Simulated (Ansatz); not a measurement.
Calculation for Fe (hcp type): DFT, PBE, norm-conserving pseudopotentials, Ansatz's default files, scalar-relativistic (Ansatz 0.2.0). This run: the series' base cell.

The cell comes from a relaxation on PAW files under the same functional, begun from a prototype that needn't be the stable phase.

Command: `ansatz run input.yaml --threads 1 --pin off --max-ram 3072MiB --backend cpu --events-out ev --progress --plain --runs-dir out` It took 23 s on 1 thread of Intel(R) Xeon(R) 6975P-C (Granite Rapids) (shared host), peak memory 0.64 GiB.

```yaml
crystal:
  lattice:
    - [2.4609252295, 0.0, 0.0]
    - [-1.2304626148, 2.1312237656, 0.0]
    - [0.0, 0.0, 3.8894756894]
  atoms:
    - { symbol: Fe, position: [0.3333333333, 0.6666666667, 0.25], spin: 2.5 }
    - { symbol: Fe, position: [0.6666666667, 0.3333333333, 0.75], spin: 2.5 }
magnetization:
  spin_polarized: true
kpoints:
  mp_grid: { grid: [17, 17, 9] }
scf:
  occupations: { method: fermi_dirac, width: 0.05 }
hamiltonian:
  xc: pbe
  pseudopotentials: { kind: nc }
output:
  forces: true
  stress: true
  eigenvalues: true
```

Output:

```
Engine: ansatz 0.2.0
Pseudopotentials: kind: nc
Pseudopotential: Fe, nc, valence charge 16, recommended cutoff 1224.512381 eV (normal), Fe.nc.azcp
Functional definition: PBE
  parameter kappa = 0.804
  parameter beta = 0.06672455060314922
  exchange = pbe_x(kappa = kappa, mu = beta*pi^2/3)
  correlation = pbe_c(beta = beta)
Crystal: 2 atoms, lattice volume = 20.399 Å³
Basis set: ecut = 1224.512381 eV, 1925 PW (Γ), exchange–correlation on 60×60×90 points (8 copies of the dense FFT grid, shifted against one another)
Bands: 23, of which v1, the nominal top of the filled ones, is band 16 counted from 1 (15 counted from 0)
Symmetry: 24 space group operations
Space group: P63/mmc (ITA 194), of the structure as read, at distance tolerance 2.7e-5 Å
Magnetic group: BNS 194.263 (UNI 1493), of the structure as read, at distance tolerance 2.7e-5 Å
k-points: 165 of 2601
Non-local potential: Fe, projectors of the file, l = 0: 2, l = 1: 2, l = 2: 2
Initial density: superposition of atomic densities (chi_scale 0.1, normalization cell)
Starting moments: Σ|m| = 5 μB on 2 of 2 sites
Initial wavefunctions: pseudopotential atomic-orbital guess
Functional: x = pbe(κ = 0.804, μ = 0.2195149727645171), c = pbe(β = 0.06672455060314922)
iter 1 solved again at ethr=2.40e-3 eV; its pass at ethr=3.10e-3 eV (dr2=7.69e-1 eV) is discarded
SCF iter   1: F=—  HF=-7076.835754 eV  |F-HF|=—  |Δ(HF+E_count)|=         —  Δρ=1.56e-1 (↑1.56e-1 ↓1.01e-1)  dr2=7.69e-1  dr2_m=2.96e0  M=3.112 μB ∫|m|=3.135 μB  β_m=0.30  ethr=2.40e-3  ⟨swp⟩=1.0  Hψ=42058  notcnv=0
preconditioner: auto → none  [metal: Δε(μ)=0.003 eV  Ē_g=9.616 eV  σ=0.050 eV  W_gap=0.01  n_scr=2 (ndim 8)  ℏωp=32.9 eV  f_vac=0.000  D(μ)=5.33/eV (n_scr^D=110)  sad-step TF]
SCF iter   2: F=—  HF=-7076.882728 eV  |F-HF|=—  |Δ(HF+E_count)|=   4.70e-2  Δρ=1.10e-1 (↑1.10e-1 ↓8.43e-2)  dr2=1.92e-1  dr2_m=1.74e0  M=2.897 μB ∫|m|=2.943 μB  β_m=0.30  ethr=2.40e-3  ⟨swp⟩=2.1  Hψ=9766  notcnv=0
spin-set hold released at iteration 2 (site moments show no strong build): the magnetisation degrees of freedom join the quasi-Newton model from the next iteration; the mixer history was kept
SCF iter   3: F=—  HF=-7076.966848 eV  |F-HF|=—  |Δ(HF+E_count)|=   8.41e-2  Δρ=7.75e-2 (↑7.20e-2 ↓7.75e-2)  dr2=6.94e-3  dr2_m=1.04e0  M=2.731 μB ∫|m|=2.795 μB  β_m=0.10  ethr=5.99e-4  ⟨swp⟩=3.0  Hψ=15073  notcnv=0  defer=139
SCF iter   4: F=—  HF=-7077.064676 eV  |F-HF|=—  |Δ(HF+E_count)|=   9.78e-2  Δρ=6.77e-2 (↑5.43e-2 ↓6.77e-2)  dr2=2.16e-2  dr2_m=6.88e-1  M=2.489 μB ∫|m|=2.581 μB  β_m=0.36  ethr=2.17e-5  ⟨swp⟩=2.1  Hψ=14072  notcnv=0  defer=313
SCF iter   5: F=—  HF=-7077.230993 eV  |F-HF|=—  |Δ(HF+E_count)|=   1.66e-1  Δρ=4.70e-2 (↑3.92e-2 ↓4.70e-2)  dr2=2.78e-2  dr2_m=3.28e-1  M=1.830 μB ∫|m|=1.986 μB  β_m=0.82  ethr=2.17e-5  ⟨swp⟩=2.4  Hψ=13807  notcnv=0  defer=316
SCF iter   6: F=—  HF=-7077.435156 eV  |F-HF|=—  |Δ(HF+E_count)|=   2.04e-1  Δρ=3.27e-2 (↑3.27e-2 ↓1.96e-2)  dr2=3.88e-2  dr2_m=1.23e-1  M=0.844 μB ∫|m|=0.977 μB  β_m=0.91  ethr=2.17e-5  ⟨swp⟩=2.3  Hψ=14930  notcnv=0  defer=327
SCF iter   7: F=—  HF=-7077.509178 eV  |F-HF|=—  |Δ(HF+E_count)|=   7.40e-2  Δρ=1.03e-2 (↑5.05e-3 ↓1.03e-2)  dr2=2.52e-2  dr2_m=2.01e-3  M=0.129 μB ∫|m|=0.168 μB  β_m=0.84  ethr=2.17e-5  ⟨swp⟩=2.5  Hψ=17589  notcnv=0  defer=261
SCF iter   8: F=—  HF=-7077.504319 eV  |F-HF|=—  |Δ(HF+E_count)|=   4.86e-3  Δρ=3.92e-3 (↑3.92e-3 ↓2.78e-3)  dr2=9.38e-4  dr2_m=1.52e-3  M=-0.098 μB ∫|m|=0.100 μB  β_m=0.90  ethr=2.17e-5  ⟨swp⟩=2.2  Hψ=15006  notcnv=0  defer=146
SCF iter   9: F=—  HF=-7077.505182 eV  |F-HF|=—  |Δ(HF+E_count)|=   8.63e-4  Δρ=1.02e-3 (↑8.44e-4 ↓1.02e-3)  dr2=1.62e-4  dr2_m=2.00e-5  M=-0.008 μB ∫|m|=0.008 μB  β_m=0.80  ethr=2.93e-6  ⟨swp⟩=2.4  Hψ=13432  notcnv=0  defer=146
SCF iter  10: F=—  HF=-7077.505146 eV  |F-HF|=—  |Δ(HF+E_count)|=   3.63e-5  Δρ=5.72e-4 (↑5.72e-4 ↓3.85e-4)  dr2=2.23e-5  dr2_m=2.84e-5  M=0.014 μB ∫|m|=0.017 μB  β_m=0.76  ethr=5.06e-7  ⟨swp⟩=1.9  Hψ=9750  notcnv=0  defer=146
SCF iter  11: F=—  HF=-7077.505161 eV  |F-HF|=—  |Δ(HF+E_count)|=   1.57e-5  Δρ=1.02e-4 (↑1.02e-4 ↓9.74e-5)  dr2=2.88e-7  dr2_m=1.42e-6  M=0.003 μB ∫|m|=0.004 μB  β_m=0.88  ethr=6.97e-8  ⟨swp⟩=2.3  Hψ=11793  notcnv=0  defer=146
SCF iter  12: F=—  HF=-7077.505163 eV  |F-HF|=—  |Δ(HF+E_count)|=   1.29e-6  Δρ=1.29e-5 (↑1.29e-5 ↓1.28e-5)  dr2=2.23e-8  dr2_m=1.62e-8  M=-0.000 μB ∫|m|=0.000 μB  β_m=0.94  ethr=3.13e-10  ⟨swp⟩=7.9  Hψ=35106  notcnv=0
SCF iter  13: F=—  HF=-7077.505163 eV  |F-HF|=—  |Δ(HF+E_count)|=   4.77e-9  Δρ=2.59e-6 (↑2.59e-6 ↓1.96e-6)  dr2=4.10e-10  dr2_m=7.64e-10  M=-0.000 μB ∫|m|=0.000 μB  β_m=0.97  ethr=6.98e-11  ⟨swp⟩=3.4  Hψ=19923  notcnv=0
SCF iter  14: F=-7077.505163 eV  HF=-7077.505163 eV  |F-HF|=2.73e-12  |Δ(HF+E_count)|=  2.65e-10  Δρ=4.31e-7 (↑2.66e-7 ↓4.31e-7)  dr2=7.96e-12  dr2_m=1.76e-11  M=0.000 μB ∫|m|=0.000 μB  ethr=1.28e-12  ⟨swp⟩=2.5  Hψ=15020  notcnv=0
WARN: the starting moments were not kept: the SCF closed with an absolute magnetisation of 7.2e-6 μB, where they sum to 5 μB in size (2 sites). That is at most 0.1 of that sum. Measured as dr2_m measures the in/out step, that magnetisation stands 4.6e-11 eV from none, at or under the dr2_threshold of 1.0e-7 eV: it is no larger than a step whose dr2_m would equal this threshold. The system may hold no moment; this SCF shows only that its start led to no more than that. To try another start: raise the starting moments (crystal.atoms[].spin, magnetization.per_species, magnetization.initial_magnetization, or on a non-collinear deck that types none of these the spinor_matrix: blocks that start its atoms; where the total moment is fixed, keep their sum and leave initial_magnetization as it is; typed ones take the place of any that the run laid by itself, positive ones on a crystal's lanthanoids without a Hubbard term where scf.initial_density.shell_occupations: [] is typed) or, if the notice of its spin-set hold's release reads "site moments contracting" or "site moments show no strong build", lengthen the hold (scf.mixing.spin_hold: { on: { confirm: 4 } }; for m-r²SCAN on two components see the key's manual first). Each may lead to a state that holds a moment. A second SCF, from the converged charge density, with the starting moments and any scf.initial_density.shell_occupations laid on it anew, would have followed, and was not run: the deck does not ask for one (magnetization.retry_lost_moments is false, the default). To let it run, set magnetization.retry_lost_moments: true and run the deck again, where that key's refused combinations let it; where memory then withholds it, that run's warning says so.
SCF 1 converged in 14 iterations: F = -7077.505163 eV  dr2 = 7.96e-12
SCF converged after 14 iterations
Magnetization: 0.0000 μB (16.0000 up, 16.0000 down)
Absolute magnetization: 0.0000 μB (∫|ρ↑−ρ↓|)
Spin contamination: 0.0000 ħ² per cell (⟨S²⟩ above its minimum at these occupations)
Per-site moments (μB) at R_I (Å): [(3.516276732962467e-6, 0.9934934644194445), (3.5162767328124384e-6, 0.9934934644194445)]
Free energy (F): -7077.505163 eV
Harris-Foulkes:  -7077.505163 eV  (|F-HF|=2.73e-12)
Internal energy: -7077.483356 eV  (E = F + TS)
E sigma→0 (E₀):  -7077.494259 eV
Entropy (-TS):   -0.021806 eV (-10.903 meV/atom)
Fermi energy:    21.114379 eV
--- Per-component energies (eV) ---
  E_band       = -353.046645
  E_kinetic    = 3114.454424
  E_local      = -5208.681947  (includes V_loc(G=0)·N_el)
  E_nonlocal   = -364.683365
  E_hartree    = 1562.485561
  E_xc         = -1272.555959
  E_vxc        = -1019.106689  (∫ρ·V_xc dr)
  E_ewald      = -4908.502070
  E_smearing   = -0.021806  (= −TS)
  E_closure    = -0.000000  (closes the sum)
  Σ components = -7077.505163   (vs F -7077.505163, Δ=0.00e0)
--- Forces (eV/Å), atoms counted from 1 ---
  atom   1  Fe     0.00000000     0.00000000     0.00000000
  atom   2  Fe    -0.00000000    -0.00000000     0.00000000
  max |Σ_I F_I| component: 2.31e-18 eV/Å
--- Stress (GPa, compression-positive) ---
       -0.426509       0.000000       0.000000
        0.000000      -0.426509       0.000000
        0.000000       0.000000      -0.409861
  P = ⅓ Tr σ = -0.4210 GPa (-4.210 kbar)
--- Band table (eV; the first three rows and the last of 330) ---
  k-point 0 ↑: bands = ["-66.1781", "-66.0435", "-32.5194", "-31.9770", "-31.9770", "-31.8796", "-31.8796", "-31.8644", "12.0818", "16.1181", "19.4488", "19.4488", "19.5818", "19.9199", "19.9199", "20.2696", "20.2696", "21.5429", "21.8432", "21.8432", "29.8389", "42.4408", "46.0041"]
  k-point 1 ↑: bands = ["-66.1741", "-66.0476", "-32.5001", "-31.9741", "-31.9741", "-31.8847", "-31.8826", "-31.8826", "12.2205", "16.0977", "19.3909", "19.3909", "19.5310", "19.8650", "19.8650", "20.3928", "20.3928", "21.1093", "21.8420", "21.8420", "30.5164", "42.3538", "45.6862"]
  k-point 2 ↑: bands = ["-66.1625", "-66.0594", "-32.4445", "-31.9657", "-31.9657", "-31.9429", "-31.8911", "-31.8911", "12.6277", "15.9846", "19.2983", "19.2983", "19.3914", "19.7245", "19.7245", "20.1949", "20.6728", "20.6728", "21.8184", "21.8184", "32.2040", "42.0890", "44.9108"]
  k-point 164 ↓: bands = ["-66.0347", "-66.0331", "-32.3763", "-32.3712", "-32.2284", "-32.1931", "-31.9790", "-31.9733", "17.4557", "17.5910", "17.9659", "17.9736", "18.8447", "18.8736", "20.3356", "20.5486", "21.8479", "21.9008", "27.6448", "27.6832", "29.7026", "30.4433", "32.5683"]
```

Next run (volume at 0.92 of the series' base cell), as changes to the input before:

```diff
   lattice:
-    - [2.4609252295, 0.0, 0.0]
-    - [-1.2304626148, 2.1312237656, 0.0]
-    - [0.0, 0.0, 3.8894756894]
+    - [2.3919266043, 0.0, 0.0]
+    - [-1.1959633022, 2.0714692033, 0.0]
+    - [0.0, 0.0, 3.7877388419]
   atoms:
```

Results part of the output:

```
WARN: the starting moments were not kept: the SCF closed with an absolute magnetisation of 6.7e-6 μB, where they sum to 5 μB in size (2 sites). That is at most 0.1 of that sum. Measured as dr2_m measures the in/out step, that magnetisation stands 4.0e-11 eV from none, at or under the dr2_threshold of 1.0e-7 eV: it is no larger than a step whose dr2_m would equal this threshold. The system may hold no moment; this SCF shows only that its start led to no more than that. To try another start: raise the starting moments (crystal.atoms[].spin, magnetization.per_species, magnetization.initial_magnetization, or on a non-collinear deck that types none of these the spinor_matrix: blocks that start its atoms; where the total moment is fixed, keep their sum and leave initial_magnetization as it is; typed ones take the place of any that the run laid by itself, positive ones on a crystal's lanthanoids without a Hubbard term where scf.initial_density.shell_occupations: [] is typed) or, if the notice of its spin-set hold's release reads "site moments contracting" or "site moments show no strong build", lengthen the hold (scf.mixing.spin_hold: { on: { confirm: 4 } }; for m-r²SCAN on two components see the key's manual first). Each may lead to a state that holds a moment. A second SCF, from the converged charge density, with the starting moments and any scf.initial_density.shell_occupations laid on it anew, would have followed, and was not run: the deck does not ask for one (magnetization.retry_lost_moments is false, the default). To let it run, set magnetization.retry_lost_moments: true and run the deck again, where that key's refused combinations let it; where memory then withholds it, that run's warning says so.
SCF 1 converged in 14 iterations: F = -7077.371550 eV  dr2 = 6.32e-12
SCF converged after 14 iterations
Magnetization: 0.0000 μB (16.0000 up, 16.0000 down)
Absolute magnetization: 0.0000 μB (∫|ρ↑−ρ↓|)
Spin contamination: 0.0000 ħ² per cell (⟨S²⟩ above its minimum at these occupations)
Per-site moments (μB) at R_I (Å): [(3.018967429316805e-6, 0.9668568552199388), (3.0189674292269342e-6, 0.9668568552199388)]
Free energy (F): -7077.371550 eV
Harris-Foulkes:  -7077.371550 eV  (|F-HF|=3.64e-12)
Internal energy: -7077.352008 eV  (E = F + TS)
E sigma→0 (E₀):  -7077.361779 eV
Entropy (-TS):   -0.019541 eV (-9.771 meV/atom)
Fermi energy:    23.310294 eV
--- Per-component energies (eV) ---
  E_band       = -288.708764
[... lines left out ...]
  Σ components = -7077.371550   (vs F -7077.371550, Δ=0.00e0)
--- Forces (eV/Å), atoms counted from 1 ---
  atom   1  Fe    -0.00000000    -0.00000000     0.00000000
  atom   2  Fe     0.00000000     0.00000000     0.00000000
  max |Σ_I F_I| component: 4.63e-18 eV/Å
--- Stress (GPa, compression-positive) ---
       28.822376       0.000000       0.000000
        0.000000      28.822376       0.000000
        0.000000       0.000000      28.838887
  P = ⅓ Tr σ = 28.8279 GPa (288.279 kbar)
--- Band table (eV; the first three rows and the last of 330) ---
  k-point 0 ↑: bands = ["-64.1155", "-63.9276", "-30.5461", "-29.8344", "-29.8344", "-29.7100", "-29.7100", "-29.6882", "13.8031", "17.7910", "21.4242", "21.4242", "21.5645", "21.9575", "21.9575", "22.3661", "22.3661", "23.7643", "24.1287", "24.1287", "32.8981", "45.2524", "49.0738"]
  k-point 1 ↑: bands = ["-64.1099", "-63.9334", "-30.5210", "-29.8307", "-29.8307", "-29.7149", "-29.7138", "-29.7138", "13.9513", "17.7827", "21.3612", "21.3612", "21.5075", "21.8960", "21.8960", "22.5028", "22.5028", "23.3144", "24.1280", "24.1280", "33.5832", "45.1405", "48.7290"]
  k-point 2 ↑: bands = ["-64.0937", "-63.9498", "-30.4484", "-29.8199", "-29.8199", "-29.7913", "-29.7246", "-29.7246", "14.3849", "17.7088", "21.2597", "21.2597", "21.3513", "21.7384", "21.7384", "22.3392", "22.8158", "22.8158", "24.1030", "24.1030", "35.3007", "44.8331", "47.9441"]
  k-point 164 ↓: bands = ["-63.9129", "-63.9107", "-30.3616", "-30.3549", "-30.1710", "-30.1248", "-29.8383", "-29.8308", "19.2176", "19.3752", "19.7799", "19.7913", "20.7953", "20.8292", "22.4212", "22.6592", "24.1398", "24.2002", "30.4220", "30.4774", "32.5893", "33.3691", "35.8068"]
```

Next run (volume at 0.45 of the series' base cell), as changes to the input before:

```diff
   lattice:
-    - [2.3919266043, 0.0, 0.0]
-    - [-1.1959633022, 2.0714692033, 0.0]
-    - [0.0, 0.0, 3.7877388419]
+    - [1.8769101374, 0.0, 0.0]
+    - [-0.9384550687, 1.6254518596, 0.0]
+    - [0.0, 0.0, 3.008939479]
   atoms:
```

Results part of the output:

```
WARN: the starting moments were not kept: the SCF closed with an absolute magnetisation of 3.7e-7 μB, where they sum to 5 μB in size (2 sites). That is at most 0.1 of that sum. Measured as dr2_m measures the in/out step, that magnetisation stands 8.3e-14 eV from none, at or under the dr2_threshold of 1.0e-7 eV: it is no larger than a step whose dr2_m would equal this threshold. The system may hold no moment; this SCF shows only that its start led to no more than that. To try another start: raise the starting moments (crystal.atoms[].spin, magnetization.per_species, magnetization.initial_magnetization, or on a non-collinear deck that types none of these the spinor_matrix: blocks that start its atoms; where the total moment is fixed, keep their sum and leave initial_magnetization as it is; typed ones take the place of any that the run laid by itself, positive ones on a crystal's lanthanoids without a Hubbard term where scf.initial_density.shell_occupations: [] is typed) or, if the notice of its spin-set hold's release reads "site moments contracting" or "site moments show no strong build", lengthen the hold (scf.mixing.spin_hold: { on: { confirm: 4 } }; for m-r²SCAN on two components see the key's manual first). Each may lead to a state that holds a moment. A second SCF, from the converged charge density, with the starting moments and any scf.initial_density.shell_occupations laid on it anew, would have followed, and was not run: the deck does not ask for one (magnetization.retry_lost_moments is false, the default). To let it run, set magnetization.retry_lost_moments: true and run the deck again, where that key's refused combinations let it; where memory then withholds it, that run's warning says so.
SCF 1 converged in 15 iterations: F = -7054.852241 eV  dr2 = 2.67e-14
SCF converged after 15 iterations
Magnetization: 0.0000 μB (16.0000 up, 16.0000 down)
Absolute magnetization: 0.0000 μB (∫|ρ↑−ρ↓|)
Spin contamination: 0.0000 ħ² per cell (⟨S²⟩ above its minimum at these occupations)
Per-site moments (μB) at R_I (Å): [(6.991363761502773e-8, 0.7648169480329595), (6.991363763285019e-8, 0.7648169480329595)]
Free energy (F): -7054.852241 eV
Harris-Foulkes:  -7054.852241 eV  (|F-HF|=1.82e-12)
Internal energy: -7054.843737 eV  (E = F + TS)
E sigma→0 (E₀):  -7054.847989 eV
Entropy (-TS):   -0.008504 eV (-4.252 meV/atom)
Fermi energy:    50.941309 eV
--- Per-component energies (eV) ---
  E_band       = 508.257943
[... lines left out ...]
  Σ components = -7054.852241   (vs F -7054.852241, Δ=0.00e0)
--- Forces (eV/Å), atoms counted from 1 ---
  atom   1  Fe    -0.00000000    -0.00000000     0.00000000
  atom   2  Fe     0.00000000     0.00000000     0.00000000
  max |Σ_I F_I| component: 9.25e-17 eV/Å
--- Stress (GPa, compression-positive) ---
     1288.180610      -0.000000       0.000000
       -0.000000    1288.180610       0.000000
        0.000000       0.000000    1286.677002
  P = ⅓ Tr σ = 1287.6794 GPa (12876.794 kbar)
--- Band table (eV; the first three rows and the last of 330) ---
  k-point 0 ↑: bands = ["-40.2137", "-37.8575", "-8.3811", "-2.7243", "-2.7243", "-1.9214", "-1.9214", "-1.7728", "38.9095", "39.5772", "45.4073", "45.4073", "45.6362", "46.9009", "46.9009", "48.1939", "48.1939", "52.7160", "52.7160", "55.0241", "72.8433", "77.2637", "83.1136"]
  k-point 1 ↑: bands = ["-40.1508", "-37.9386", "-8.1893", "-2.7006", "-2.7006", "-1.9867", "-1.9461", "-1.9461", "39.0485", "39.8512", "45.2719", "45.2719", "45.5141", "46.7357", "46.7357", "48.5336", "48.5336", "52.7416", "52.7416", "54.3477", "73.5440", "76.7997", "83.3384"]
  k-point 2 ↑: bands = ["-39.9674", "-38.1678", "-7.6365", "-2.6321", "-2.6321", "-2.5947", "-2.0171", "-2.0171", "39.4496", "40.5668", "45.0471", "45.0471", "45.2521", "46.3182", "46.3182", "49.3436", "49.3436", "52.6288", "52.7356", "52.7356", "75.2004", "76.0829", "82.1619"]
  k-point 164 ↓: bands = ["-37.4776", "-37.4488", "-7.0739", "-7.0197", "-5.7813", "-5.4127", "-2.8704", "-2.8067", "40.9475", "41.3817", "42.1076", "42.6601", "45.9570", "46.0864", "48.2846", "48.6424", "52.9082", "53.0846", "67.2775", "67.6760", "70.2098", "71.0541", "76.9312"]
```

The start moments died away, and the runs ended non-magnetic. The norm-conserving files are those that the library serves for this functional.
